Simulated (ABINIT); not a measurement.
# Nb (Im-3m) in ABINIT: single point with PBEsol

Aim: the single point of Nb with PBEsol.

Program: ABINIT 10.8.3 (patched build). These are calculated values, not measurements. Logs are shortened: lines on timing, memory, paths and dates and some standing lists are left out, and cuts for length are marked. The log counts tension as positive stress, the text compression.

## Step 1: The undisturbed crystal

Symmetry: Im-3m, No. 229, cubic system. The conventional cell has a = 3.328 Å, b = 3.328 Å, c = 3.328 Å, α = 90.00°, β = 90.00°, γ = 90.00°. Nb (site symmetry m-3m) is surrounded by 8 Nb at 2.88 Å.

## Step 2: Single point, PBEsol (cell relaxed)

run.abi

```
# Pseudopotentials
pp_dirpath "./"
pseudos "Nb.GGA_PBE-JTH.xml"

# Structure
acell 5.3620792585 5.3620792585 5.3620792585
rprim
    -0.5773502692     0.5773502692     0.5773502692
     0.5773502692    -0.5773502692     0.5773502692
     0.5773502692     0.5773502692    -0.5773502692
ntypat 1
znucl 41
natom 1
typat 1
xred
     0.0000000000     0.0000000000     0.0000000000
chkprim 0
chksymtnons 0
tolsym 1.0e-6

# Plane-wave basis
ecut 16.0
pawecutdg 32.0

# k points
kptopt 1
ngkpt 8 8 8
nshiftk 1
shiftk 0.0 0.0 0.0

# Exchange and correlation
ixc -116133

# Bands and occupations
nband 11
occopt 3
tsmear 0.00183747

# SCF cycle
nstep 100
tolvrs 1.0e-9

# Output
iomode 3
prtwf 0
prtden 0
prteig 0
prtebands 0
enunit 1
```

Potentials or basis: JTH PAW PBE v2.0.

Launch:

```bash
> abinit run.abi > log 2>&1
```

run.abo:

```text
.Version 10.8.3 of ABINIT
 Symmetries : space group Im -3 m (#229); Bravais cI (body-center cubic)
================================================================================
 Values of the parameters that define the memory need of the present run
     intxc =       0    ionmov =       0      iscf =      17    lmnmax =      18
     lnmax =       6     mgfft =      20  mpssoang =       3    mqgrid =    3001
     natom =       1  nloc_mem =       2    nspden =       1   nspinor =       1
    nsppol =       1      nsym =      48    n1xccc =       1    ntypat =       1
    occopt =       3   xclevel =       2
       mpw =         378          nfft =        8000          nkpt =          29
 PAW method is used; the additional fine FFT grid is defined by:
   mgfftf=        30    nfftf =     27000
================================================================================
================================================================================

--------------------------------------------------------------------------------
------------- Echo of variables that govern the present computation ------------
--------------------------------------------------------------------------------
 -outvars: echo values of preprocessed input variables --------
            acell      5.3620792585E+00  5.3620792585E+00  5.3620792585E+00 Bohr
              amu      9.29063800E+01
          chkprim           0
      chksymtnons           0
             ecut      1.60000000E+01 Hartree
           enunit           1
              ixc     -116133
         kptrlatt        8    0    0      0    8    0      0    0    8
          kptrlen      4.28966341E+01
            natom           1
            nband          11
            ngfft          20      20      20
          ngfftdg          30      30      30
             nkpt          29
            nstep         100
             nsym          48
           ntypat           1
           occopt           3
        pawecutdg      3.20000000E+01 Hartree
         pawxcdev           0
           prtden           0
        prtebands           0
           prteig           0
            prtwf           0
            rprim     -5.7735026920E-01  5.7735026920E-01  5.7735026920E-01
                       5.7735026920E-01 -5.7735026920E-01  5.7735026920E-01
                       5.7735026920E-01  5.7735026920E-01 -5.7735026920E-01
          spgroup         229
           tolsym      1.00000000E-06
           tolvrs      1.00000000E-09
           tsmear      1.83747000E-03 Hartree
            typat      1
           useylm           1
            znucl       41.00000

================================================================================

 chkinp: Checking input parameters for consistency.

================================================================================
== DATASET  1 ==================================================================

--- !DatasetInfo
iteration_state: {dtset: 1, }
dimensions: {natom: 1, nkpt: 29, mband: 11, nsppol: 1, nspinor: 1, nspden: 1, mpw: 378, }
cutoff_energies: {ecut:  16.0, pawecutdg:  32.0, }
electrons: {nelect:   1.30000000E+01, charge:   0.00000000E+00, occopt:   3.00000000E+00, tsmear:   1.83747000E-03, }
meta: {optdriver: 0, ionmov: 0, optcell: 0, iscf: 17, paral_kgb: 0, }
...

 Real(R)+Recip(G) space primitive vectors, cartesian coordinates (Bohr,Bohr^-1):
 R(1)= -3.0957979  3.0957979  3.0957979  G(1)=  0.0000000  0.1615093  0.1615093
 R(2)=  3.0957979 -3.0957979  3.0957979  G(2)=  0.1615093  0.0000000  0.1615093
 R(3)=  3.0957979  3.0957979 -3.0957979  G(3)=  0.1615093  0.1615093  0.0000000
 Unit cell volume ucvol=  1.1868007E+02 bohr^3
 Angles (23,13,12)=  1.09471221E+02  1.09471221E+02  1.09471221E+02 degrees

 Coarse grid specifications (used for wave-functions):

 getcut: wavevector=  0.0000  0.0000  0.0000  ngfft=  20  20  20
         ecut(hartree)=     16.000   => boxcut(ratio)=   2.07661

 Fine grid specifications (used for densities):

 getcut: wavevector=  0.0000  0.0000  0.0000  ngfft=  30  30  30
         ecut(hartree)=     32.000   => boxcut(ratio)=   2.19709

--- Pseudopotential description ------------------------------------------------
- pspini: atom type   1  psp file is ./Nb.GGA_PBE-JTH.xml
 Pseudopotential format is: paw10
 basis_size (lnmax)=  6 (lmn_size= 18), orbitals=   0   0   1   1   2   2
 Spheres core radius: rc_sph= 2.22094190
 Shapefunction is BESSEL type: shapef(r,l)=aa(1,l)*jl(q(1,l)*r)+aa(2,l)*jl(q(2,l)*r)
 Radius for shape functions =  1.90969629
 Compensation charge density is not taken into account in XC energy/potential

   2.03574856E+02                                ecore*ucvol(ha*bohr**3)
--------------------------------------------------------------------------------

================================================================================

--- !BeginCycle
iteration_state: {dtset: 1, }
solver: {iscf: 17, nstep: 100, nline: 4, wfoptalg: 10, }
tolerances: {tolvrs: 1.00E-09, }
...

     iter   Etot(hartree)      deltaE(h)  residm     nres2
 ETOT  1  -57.460627940554    -5.746E+01 3.581E-01 4.358E+00
 ETOT  2  -57.528235642469    -6.761E-02 1.006E-02 4.827E-01
 ETOT  3  -57.527527060135     7.086E-04 1.238E-03 9.159E-02
 ETOT  4  -57.527572870315    -4.581E-05 7.057E-04 7.694E-04
 ETOT  5  -57.527572670007     2.003E-07 3.782E-04 6.170E-05
 ETOT  6  -57.527572841637    -1.716E-07 2.099E-04 2.269E-06
 ETOT  7  -57.527572849458    -7.821E-09 1.420E-04 1.899E-09
 ETOT  8  -57.527572849491    -3.308E-11 6.705E-05 1.916E-09
 ETOT  9  -57.527572849487     4.235E-12 4.317E-05 1.791E-11

 At SCF step    9       nres2   =  1.79E-11 < tolvrs=  1.00E-09 =>converged.

 Cartesian components of stress tensor (hartree/bohr^3)
  sigma(1 1)=  1.71623198E-05  sigma(3 2)=  0.00000000E+00
  sigma(2 2)=  1.71623198E-05  sigma(3 1)=  0.00000000E+00
  sigma(3 3)=  1.71623198E-05  sigma(2 1)=  0.00000000E+00

--- !ResultsGS
iteration_state: {dtset: 1, }
comment   : Summary of ground state results
lattice_vectors:
- [ -3.0957979,   3.0957979,   3.0957979, ]
- [  3.0957979,  -3.0957979,   3.0957979, ]
- [  3.0957979,   3.0957979,  -3.0957979, ]
lattice_lengths: [   5.36208,    5.36208,    5.36208, ]
lattice_angles: [109.471, 109.471, 109.471, ] # degrees, (23, 13, 12)
lattice_volume:   1.1868007E+02
convergence: {deltae:  4.235E-12, res2:  1.791E-11, residm:  4.317E-05, diffor: null, }
etotal    :  -5.75275728E+01
entropy   :   0.00000000E+00
fermie    :   5.18056495E-01
cartesian_stress_tensor: # hartree/bohr^3
- [  1.71623198E-05,   0.00000000E+00,   0.00000000E+00, ]
- [  0.00000000E+00,   1.71623198E-05,   0.00000000E+00, ]
- [  0.00000000E+00,   0.00000000E+00,   1.71623198E-05, ]
pressure_GPa:  -5.0493E-01
xred      :
- [  0.0000E+00,   0.0000E+00,   0.0000E+00, Nb]
cartesian_forces: # hartree/bohr
- [ -0.00000000E+00,  -0.00000000E+00,  -0.00000000E+00, ]
force_length_stats: {min:   0.00000000E+00, max:   0.00000000E+00, mean:   0.00000000E+00, }
...

 Integrated electronic density in atomic spheres:
 ------------------------------------------------
 Atom  Sphere_radius  Integrated_density
    1        2.22094         10.19614705

================================================================================

 ----iterations are completed or convergence reached----

 Mean square residual over all n,k,spin=   15.955E-08; max=  43.173E-06
 reduced coordinates (array xred) for    1 atoms
       0.000000000000      0.000000000000      0.000000000000
 rms dE/dt=  0.0000E+00; max dE/dt=  0.0000E+00; dE/dt below (all hartree)
    1       0.000000000000      0.000000000000      0.000000000000

 cartesian coordinates (angstrom) at end:
    1      0.00000000000000     0.00000000000000     0.00000000000000

 cartesian forces (hartree/bohr) at end:
    1     -0.00000000000000    -0.00000000000000    -0.00000000000000
 frms,max,avg= 0.0000000E+00 0.0000000E+00   0.000E+00  0.000E+00  0.000E+00 h/b

 cartesian forces (eV/Angstrom) at end:
    1     -0.00000000000000    -0.00000000000000    -0.00000000000000
 frms,max,avg= 0.0000000E+00 0.0000000E+00   0.000E+00  0.000E+00  0.000E+00 e/A
 length scales=  5.362079258500  5.362079258500  5.362079258500 bohr
              =  2.837490144729  2.837490144729  2.837490144729 angstroms
 Fermi (or HOMO) energy (eV) =  14.09704   Average Vxc (eV)= -12.68874
 Eigenvalues (   eV  ) for nkpt=  29  k points:
 kpt#   1, nband= 11, wtk=  0.00195, kpt=  0.0000  0.0000  0.0000 (reduced coord)
 -40.03570  -15.30389  -15.30389  -15.30389    8.24854   14.57380   14.57380   14.57380
  17.56661   17.56661   28.47830
 prteigrs : prtvol=0 or 1, do not print more k-points.

--- !EnergyTerms
iteration_state     : {dtset: 1, }
comment             : Components of total free energy in Hartree
kinetic             :  1.32019437591560E+01
hartree             :  8.54942357989894E+00
xc                  : -6.58155188505583E+00
Ewald energy        : -4.96665538388427E+01
psp_core            :  1.71532469474883E+00
local_psp           : -3.92190756031975E+01
PAW spherical_terms :  1.44733365402144E+01
internal            : -5.75271527530778E+01
'-kT*entropy'       : -4.14079953935350E-04
total_energy        : -5.75275668330318E+01
total_energy_eV     : -1.56540484088511E+03
...

--- !EnergyTermsDC
iteration_state     : {dtset: 1, }
comment             : '"Double-counting" decomposition of free energy'
band_energy         : -4.15921084321680E+00
Ewald energy        : -4.96665538388427E+01
psp_core            :  1.71532469474883E+00
xc_dc               : -7.34449914587867E+00
PAW spherical_terms :  1.92778036365633E+00
internal            : -5.75271587695330E+01
'-kT*entropy'       : -4.14079953935350E-04
total_energy_dc     : -5.75275728494870E+01
total_energy_dc_eV  : -1.56540500460120E+03
...

--- !EnergyTermsWithPAWCore
iteration_state     : {dtset: 1, }
comment             : 'Components of total free energy, including PAW core contributions'
Total energy        : -3.81790258427432E+03
Total energy DC     : -3.81790259029078E+03
Total energy (eV)   : -1.03890421870218E+05
Total energy DC (eV): -1.03890422033934E+05
...

 Cartesian components of stress tensor (hartree/bohr^3)
  sigma(1 1)=  1.71623198E-05  sigma(3 2)=  0.00000000E+00
  sigma(2 2)=  1.71623198E-05  sigma(3 1)=  0.00000000E+00
  sigma(3 3)=  1.71623198E-05  sigma(2 1)=  0.00000000E+00

-Cartesian components of stress tensor (GPa)         [Pressure= -5.0493E-01 GPa]
- sigma(1 1)=  5.04932881E-01  sigma(3 2)=  0.00000000E+00
- sigma(2 2)=  5.04932881E-01  sigma(3 1)=  0.00000000E+00
- sigma(3 3)=  5.04932881E-01  sigma(2 1)=  0.00000000E+00

== END DATASET(S) ==============================================================
================================================================================

 -outvars: echo values of variables after computation  --------
            acell      5.3620792585E+00  5.3620792585E+00  5.3620792585E+00 Bohr
           etotal     -5.7527572849E+01
            fcart     -0.0000000000E+00 -0.0000000000E+00 -0.0000000000E+00
            rprim     -5.7735026920E-01  5.7735026920E-01  5.7735026920E-01
                       5.7735026920E-01 -5.7735026920E-01  5.7735026920E-01
                       5.7735026920E-01  5.7735026920E-01 -5.7735026920E-01
           strten      1.7162319804E-05  1.7162319804E-05  1.7162319804E-05
                       0.0000000000E+00  0.0000000000E+00  0.0000000000E+00
 Calculation completed.
```

Wall time 6 s (1 thread of Arm Neoverse V1, shared host); peak memory 0.08 GiB.

Results:

```yaml
Free_energy: -1565.4050 eV
Pressure: -0.5 GPa
Band_gap_on_the_k_mesh: none (metal or under the smearing width)
Valence_electrons_inside_the_program's_atomic_spheres: Nb 10.20 (radii [1.1753] Å)
```

Caveat: the PAW data sets were made with another functional, which shifts forces and pressure a little.
